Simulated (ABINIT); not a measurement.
# C (Fd-3m) in ABINIT: a series of runs

Aim: see how the results for C move with the level of theory and the settings. Levels: RPBE, LDA-VWN, PBE. Tasks: equation of state, band structure.

Program: ABINIT 10.8.3 (patched build). These are calculated values, not measurements. Logs are shortened: lines on timing, memory, paths and dates and some standing lists are left out, and cuts for length are marked. The log counts tension as positive stress, the text compression.

**What was measured.**

From “Equation of state of cubic boron nitride at high pressures and temperatures”, 2007, arxiv:cond-mat/0702656, for a bulk crystal of C: bulk modulus 444.8 ± 0.8 GPa.

The results are compared with them further down.

**1. The structure**

The structure is cubic, space group Fd-3m (No. 227). Conventional cell: a = 3.567 Å, b = 3.567 Å, c = 3.567 Å, α = 90.00°, β = 90.00°, γ = 90.00°. C (site symmetry -43m) is surrounded by 4 C at 1.54 Å.

This isn't the form of C at room conditions, which is graphite.

**2. Equation of state, RPBE**

File run.abi:

```
ndtset 7
getwfk -1
scalecart1 3*0.9795861087
scalecart2 3*0.9864848297
scalecart3 3*0.9932883884
scalecart4 3*1.0000000000
scalecart5 3*1.0066227096
scalecart6 3*1.0131594038
scalecart7 3*1.0196128224

pp_dirpath "./"
pseudos "C.upf"

acell 3*1.0 Angstrom
rprim
     0.0000000000     1.7833700000     1.7833700000
     1.7833700000     0.0000000000     1.7833700000
     1.7833700000     1.7833700000     0.0000000000
ntypat 1
znucl 6
natom 2
typat 1 1
xred
     0.7500000000     0.7500000000     0.7500000000
     0.5000000000     0.5000000000     0.5000000000

ecut 41.0

kptopt 1
ngkpt 13 13 13
nshiftk 1
shiftk 0.0 0.0 0.0

ixc 15

nband 8
occopt 3
tsmear 0.00183747

nstep 100
tolvrs 1.0e-10

iomode 3
prtwf 1
prtden 0
prteig 0
prtebands 0
enunit 2
```

Potentials or basis: PseudoDojo NC SR PBE v0.4.1 standard.

On the command line:

```console
$ abinit run.abi > log 2>&1
```

run.abo:

```text
.Version 10.8.3 of ABINIT
 DATASET    1 : space group Fd -3 m (#227); Bravais cF (face-center cubic)
================================================================================
 Values of the parameters that define the memory need for DATASET  1.
     intxc =       0    ionmov =       0      iscf =       7    lmnmax =       4
     lnmax =       4     mgfft =      30  mpssoang =       2    mqgrid =    3001
     natom =       2  nloc_mem =       1    nspden =       1   nspinor =       1
    nsppol =       1      nsym =      48    n1xccc =    2501    ntypat =       1
    occopt =       3   xclevel =       2
       mpw =         918          nfft =       27000          nkpt =          84
================================================================================
================================================================================
[... 61 lines left out ...]
 DATASET    7 : space group Fd -3 m (#227); Bravais cF (face-center cubic)
================================================================================
 Values of the parameters that define the memory need for DATASET  7.
     intxc =       0    ionmov =       0      iscf =       7    lmnmax =       4
     lnmax =       4     mgfft =      30  mpssoang =       2    mqgrid =    3001
     natom =       2  nloc_mem =       1    nspden =       1   nspinor =       1
    nsppol =       1      nsym =      48    n1xccc =    2501    ntypat =       1
    occopt =       3   xclevel =       2
       mpw =        1030          nfft =       27000          nkpt =          84
================================================================================
================================================================================

--------------------------------------------------------------------------------
------------- Echo of variables that govern the present computation ------------
--------------------------------------------------------------------------------
 -outvars: echo values of preprocessed input variables --------
            acell      1.8897261259E+00  1.8897261259E+00  1.8897261259E+00 Bohr
              amu      1.20110000E+01
             ecut      4.10000000E+01 Hartree
           enunit           2
           getwfk          -1
                       outvar_i_n : Printing only first  50 k-points.
              ixc          15
           jdtset        1    2    3    4    5    6    7
                       outvar_i_n : Printing only first  50 k-points.
         kptrlatt       13    0    0      0   13    0      0    0   13
          kptrlen1     6.06933755E+01
          kptrlen2     6.11208078E+01
          kptrlen3     6.15423439E+01
          kptrlen4     6.19581831E+01
          kptrlen5     6.23685142E+01
          kptrlen6     6.27735159E+01
          kptrlen7     6.31733580E+01
            natom           2
            nband           8
           ndtset           7
            ngfft          30      30      30
             nkpt          84
            nstep         100
             nsym          48
           ntypat           1
                       prtocc : prtvol=0, do not print more k-points.
           occopt           3
           prtden           0
        prtebands           0
           prteig           0
            rprim1     0.0000000000E+00  1.7469644787E+00  1.7469644787E+00
                       1.7469644787E+00  0.0000000000E+00  1.7469644787E+00
                       1.7469644787E+00  1.7469644787E+00  0.0000000000E+00
            rprim2     0.0000000000E+00  1.7592674507E+00  1.7592674507E+00
                       1.7592674507E+00  0.0000000000E+00  1.7592674507E+00
                       1.7592674507E+00  1.7592674507E+00  0.0000000000E+00
            rprim3     0.0000000000E+00  1.7714007132E+00  1.7714007132E+00
                       1.7714007132E+00  0.0000000000E+00  1.7714007132E+00
                       1.7714007132E+00  1.7714007132E+00  0.0000000000E+00
            rprim4     0.0000000000E+00  1.7833700000E+00  1.7833700000E+00
                       1.7833700000E+00  0.0000000000E+00  1.7833700000E+00
                       1.7833700000E+00  1.7833700000E+00  0.0000000000E+00
            rprim5     0.0000000000E+00  1.7951807416E+00  1.7951807416E+00
                       1.7951807416E+00  0.0000000000E+00  1.7951807416E+00
                       1.7951807416E+00  1.7951807416E+00  0.0000000000E+00
            rprim6     0.0000000000E+00  1.8068380860E+00  1.8068380860E+00
                       1.8068380860E+00  0.0000000000E+00  1.8068380860E+00
                       1.8068380860E+00  1.8068380860E+00  0.0000000000E+00
            rprim7     0.0000000000E+00  1.8183469191E+00  1.8183469191E+00
                       1.8183469191E+00  0.0000000000E+00  1.8183469191E+00
                       1.8183469191E+00  1.8183469191E+00  0.0000000000E+00
          spgroup         227
           tolvrs      1.00000000E-10
           tsmear      1.83747000E-03 Hartree
            typat      1  1
                       outvars : Printing only first  50 k-points.
           xangst1     2.6204467180E+00  2.6204467180E+00  2.6204467180E+00
                       1.7469644787E+00  1.7469644787E+00  1.7469644787E+00
           xangst2     2.6389011761E+00  2.6389011761E+00  2.6389011761E+00
                       1.7592674507E+00  1.7592674507E+00  1.7592674507E+00
           xangst3     2.6571010698E+00  2.6571010698E+00  2.6571010698E+00
                       1.7714007132E+00  1.7714007132E+00  1.7714007132E+00
           xangst4     2.6750550000E+00  2.6750550000E+00  2.6750550000E+00
                       1.7833700000E+00  1.7833700000E+00  1.7833700000E+00
           xangst5     2.6927711124E+00  2.6927711124E+00  2.6927711124E+00
                       1.7951807416E+00  1.7951807416E+00  1.7951807416E+00
           xangst6     2.7102571289E+00  2.7102571289E+00  2.7102571289E+00
                       1.8068380860E+00  1.8068380860E+00  1.8068380860E+00
           xangst7     2.7275203786E+00  2.7275203786E+00  2.7275203786E+00
                       1.8183469191E+00  1.8183469191E+00  1.8183469191E+00
            xcart1     4.9519266246E+00  4.9519266246E+00  4.9519266246E+00
                       3.3012844164E+00  3.3012844164E+00  3.3012844164E+00
            xcart2     4.9868004962E+00  4.9868004962E+00  4.9868004962E+00
                       3.3245336641E+00  3.3245336641E+00  3.3245336641E+00
            xcart3     5.0211933108E+00  5.0211933108E+00  5.0211933108E+00
                       3.3474622072E+00  3.3474622072E+00  3.3474622072E+00
            xcart4     5.0551213217E+00  5.0551213217E+00  5.0551213217E+00
                       3.3700808812E+00  3.3700808812E+00  3.3700808812E+00
            xcart5     5.0885999222E+00  5.0885999222E+00  5.0885999222E+00
                       3.3923999482E+00  3.3923999482E+00  3.3923999482E+00
            xcart6     5.1216437045E+00  5.1216437045E+00  5.1216437045E+00
                       3.4144291363E+00  3.4144291363E+00  3.4144291363E+00
            xcart7     5.1542665184E+00  5.1542665184E+00  5.1542665184E+00
                       3.4361776790E+00  3.4361776790E+00  3.4361776790E+00
             xred      7.5000000000E-01  7.5000000000E-01  7.5000000000E-01
                       5.0000000000E-01  5.0000000000E-01  5.0000000000E-01
            znucl        6.00000

================================================================================

 chkinp: Checking input parameters for consistency, jdtset=   1.

 chkinp: Checking input parameters for consistency, jdtset=   2.
[... 36 lines left out ...]
 getcut : COMMENT -
  Note that boxcut > 2.2 ; recall that boxcut=Gcut(box)/Gcut(sphere) = 2
  is sufficient for exact treatment of convolution.
  Such a large boxcut is a waste : you could raise ecut
  e.g. ecut=   51.052900 Hartrees makes boxcut=2

--- Pseudopotential description ------------------------------------------------
- pspini: atom type   1  psp file is ./C.upf
12 -101130 1 -1 1248                          pspcod,pspxc,lmax,lloc,mmax
     nproj     2     2

   6.90154688E+01                                ecore*ucvol(ha*bohr**3)
--------------------------------------------------------------------------------

================================================================================

--- !BeginCycle
iteration_state: {dtset: 1, }
solver: {iscf: 7, nstep: 100, nline: 4, wfoptalg: 0, }
tolerances: {tolvrs: 1.00E-10, }
...
[... 1051 lines left out ...]
-Cartesian components of stress tensor (GPa)         [Pressure= -1.9038E+01 GPa]
- sigma(1 1)=  1.90384167E+01  sigma(3 2)=  0.00000000E+00
- sigma(2 2)=  1.90384167E+01  sigma(3 1)=  0.00000000E+00
- sigma(3 3)=  1.90384167E+01  sigma(2 1)=  0.00000000E+00

== END DATASET(S) ==============================================================
================================================================================

 -outvars: echo values of variables after computation  --------
            acell      1.8897261259E+00  1.8897261259E+00  1.8897261259E+00 Bohr
           etotal1    -1.2039623588E+01
           etotal2    -1.2041136267E+01
           etotal3    -1.2042096071E+01
           etotal4    -1.2042551389E+01
           etotal5    -1.2042547710E+01
           etotal6    -1.2042126565E+01
           etotal7    -1.2041324387E+01
            fcart1     7.9651917832E-32  3.9825958916E-31  7.9651917832E-32
                      -7.9651917832E-32 -3.9825958916E-31 -7.9651917832E-32
            fcart2    -3.1637957276E-31  1.1864233979E-31  3.1637957276E-31
                       3.1637957276E-31 -1.1864233979E-31 -3.1637957276E-31
            fcart3     5.4987191238E-31 -7.8553130340E-32 -3.9276565170E-31
                      -5.4987191238E-31  7.8553130340E-32  3.9276565170E-31
            fcart4     7.0223321016E-31 -2.3407773672E-31  6.2420729792E-31
                      -7.0223321016E-31  2.3407773672E-31 -6.2420729792E-31
            fcart5    -1.0851759661E-30  3.8756284502E-30 -3.5655781742E-30
                       1.0851759661E-30 -3.8756284502E-30  3.5655781742E-30
[... 38 lines left out ...]
                       0.0000000000E+00  0.0000000000E+00  0.0000000000E+00
           xangst1     2.6204467180E+00  2.6204467180E+00  2.6204467180E+00
                       1.7469644787E+00  1.7469644787E+00  1.7469644787E+00
           xangst2     2.6389011761E+00  2.6389011761E+00  2.6389011761E+00
                       1.7592674507E+00  1.7592674507E+00  1.7592674507E+00
           xangst3     2.6571010698E+00  2.6571010698E+00  2.6571010698E+00
                       1.7714007132E+00  1.7714007132E+00  1.7714007132E+00
           xangst4     2.6750550000E+00  2.6750550000E+00  2.6750550000E+00
                       1.7833700000E+00  1.7833700000E+00  1.7833700000E+00
           xangst5     2.6927711124E+00  2.6927711124E+00  2.6927711124E+00
                       1.7951807416E+00  1.7951807416E+00  1.7951807416E+00
           xangst6     2.7102571289E+00  2.7102571289E+00  2.7102571289E+00
                       1.8068380860E+00  1.8068380860E+00  1.8068380860E+00
           xangst7     2.7275203786E+00  2.7275203786E+00  2.7275203786E+00
                       1.8183469191E+00  1.8183469191E+00  1.8183469191E+00
             xred      7.5000000000E-01  7.5000000000E-01  7.5000000000E-01
                       5.0000000000E-01  5.0000000000E-01  5.0000000000E-01
 Calculation completed.
```

Run time: 84 s. Hardware: 1 thread of Arm Neoverse V1, shared host; peak memory 0.1 GiB.

What came out:

```
Equilibrium volume                      : 5.73 Å³/atom
Bulk modulus                            : 425 GPa
Pressure derivative of the bulk modulus : 3.7
```

Energy against volume, from the lowest point:
| volume (Å³/atom) | energy (meV/atom) |
| --- | --- |
| 5.332 | 39.83 |
| 5.445 | 19.25 |
| 5.558 | 6.19 |
| 5.672 | 0.00 |
| 5.785 | 0.05 |
| 5.899 | 5.78 |
| 6.012 | 16.69 |

Caveat: pressures at fixed basis lie under the slope of the energies; the potentials were made for another functional, which shifts forces and pressure.

(Part 1 of 2 ends here.)
